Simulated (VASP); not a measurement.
A run of VASP 6.6.1:

The input INCAR:

```
ALGO = Fast
EDIFF = 1E-7
ENCUT = 520
GGA = PE
ISIF = 2
ISMEAR = 0
LASPH = True
LCHARG = False
LREAL = False
LWAVE = False
NELM = 100
PREC = Accurate
SIGMA = 0.02
```

KPOINTS

```
k-points
0
Gamma
  14 14 14
```

Contents of POSCAR:

```
ZnS
1.0
    0.0000000000      2.7020000000      2.7020000000
    2.7020000000      0.0000000000      2.7020000000
    2.7020000000      2.7020000000      0.0000000000
Zn S
1 1
Direct
    0.2500000000      0.2500000000      0.2500000000
    0.0000000000      0.0000000000      0.0000000000
```

Potentials or basis: VASP PAW PBE potentials, release 64 (Zn, S).

Run with:

```sh
$ cat potpaw_PBE.64/Zn/POTCAR potpaw_PBE.64/S/POTCAR > POTCAR
$ mpirun -np 1 vasp_std > vasp.out
```

Hardware: 1 thread of Intel(R) Xeon(R) Platinum 8259CL CPU @ 2.50GHz (Skylake/Cascade Lake), with other jobs on the host.

Question: How long does it take, and how much memory?

Answer: It took 57 s on 1 thread of Intel(R) Xeon(R) Platinum 8259CL CPU @ 2.50GHz (Skylake/Cascade Lake) (shared host), peak memory 0.19 GiB. Counts: scf iterations 17, k points 104.
